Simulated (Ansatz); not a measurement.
Fe2Ge:

```
CELL_PARAMETERS angstrom
4.16363 0.00000 0.00000
-2.08182 3.60581 0.00000
0.00000 0.00000 2.62647
ATOMIC_POSITIONS crystal
Ge 0.00000 0.00000 0.00000
Fe 0.33333 0.66667 0.50000
Fe 0.66667 0.33333 0.50000
```

The cell comes from a database or a generator and needn't be the stable form of this composition.

Base run:

| Property | Result |
| --- | --- |
| Program | Ansatz 0.2.0 |
| Functional | PBEsol |
| Potentials or basis | Ansatz PAW |
| Cutoff | 420 eV (not typed: the program's choice for these potentials) |
| k mesh | 6 × 6 × 8 |
| Occupations | fermi-dirac, width 0.05 eV |
| Spin | collinear spin, ferromagnetic start |
| Starting moments | [0.0, 0.75, 0.75] μB |
| Fixed moment | 1.5 μB |

Its results: pressure -22.4 GPa; site moments Ge -0.04; Fe +0.78 μB.

Q: The run is repeated on the same cell with these changes: fixed moment from 1.5 μB to 6 μB; moments at the start from [0.0, 0.75, 0.75] to [0.0, 3.0, 3.0]. What comes out?

A: Pressure 0.3 GPa; site moments Ge +0.12; Fe +2.78 μB.

Caveats: the total moment is fixed, so each spin has its own Fermi level; the PAW data sets come from PBE, with cores solved anew for the run's functional, which leaves a small shift of forces and pressure; the thresholds are loose for stress.
